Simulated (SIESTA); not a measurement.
Runs of SIESTA 5.4.2 on NiO. The structure is cubic, space group Fm-3m (No. 225). Conventional cell: a = 4.172 Å, b = 4.172 Å, c = 4.172 Å, α = 90.00°, β = 90.00°, γ = 90.00°. Around Ni (site symmetry m-3m) lie 6 O at 2.09 Å. O (site symmetry m-3m) is surrounded by 6 Ni at 2.09 Å. 

```csv
task,level,potentials or basis,cell,k mesh,gap on the mesh (eV),pressure (GPa),moment (μB)
band structure,RPBE,"PseudoDojo 0.4 standard (PBE files), DZP (energy shift 0.003 Ry; two zetas on semicore shells)",as given,11 × 11 × 11,none,13.4,(a)
single point,PBEsol,"PseudoDojo 0.4 standard (PBEsol files), DZP (energy shift 0.003 Ry; two zetas on semicore shells)",as given,11 × 11 × 11,none,-6.7,1.43
single point,PBEsol,"PseudoDojo 0.4 standard (PBEsol files), DZP (energy shift 0.003 Ry; two zetas on semicore shells)","atoms moved at random, drawn with an rms of 0.05 Å",11 × 11 × 11,none,-6.0,1.47
band structure,PBEsol,"PseudoDojo 0.4 standard (PBEsol files), DZP (energy shift 0.003 Ry; two zetas on semicore shells)",as given,11 × 11 × 11,none,-6.7,1.43
```

Alike in all rows: spin collinear, ferromagnetic start; smearing fermi-dirac 0.05 eV; grid cutoff 800 Ry; energy shift 0.003 Ry.

Q: Fill in the values left out.

A: (a) 1.84.

Caveats: short orbitals over semicore shells can move pressures by several GPa; the basis of atomic orbitals isn't converged, which shifts pressures, moduli and gaps; a cell with one magnetic atom can't hold antiferromagnetic order, which such compounds often take; semilocal functionals often make such compounds metallic where correlation or magnetic order opens a gap, which also shifts bond lengths; the potentials were made for another functional, which shifts forces and pressure (some runs).

A gap of «none» marks a metal or a gap under the smearing width.

Runs at the PBE level aren't shown here.
